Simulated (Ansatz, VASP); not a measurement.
# One calculation of SiN, two programs

```xyz
2
Lattice="0.0000 2.1286 2.1286 2.1286 0.0000 2.1286 2.1286 2.1286 0.0000" Properties=species:S:1:pos:R:3 pbc="T T T"
Si    0.0000    0.0000    0.0000
N     2.1286    2.1286    2.1286
```

Alike in both runs: functional PBE; k mesh 22 × 22 × 22; occupations gaussian, width 0.1 eV; no spin polarisation.

Ansatz relaxed the structure, and its values are those at the end. VASP's run is a single point on that final structure, the one shown.

```csv
,VASP,Ansatz
version,VASP 6.6.1,Ansatz 0.2.0
potentials or method,"VASP PAW PBE potentials, release 64 (Si, N)","scalar-relativistic, plane waves, PAW"
plane-wave cutoff (eV),520,420
valence electrons in the cell,9,9
```

|  | VASP | Ansatz | Ansatz less VASP |
| --- | --- | --- | --- |
| gap on the k mesh at the Fermi level (eV) | none | none | - |
| pressure (GPa) | 0.0 | 0.0 | +0.01 |

A gap of «none» marks a metal or a gap that the smearing closes.
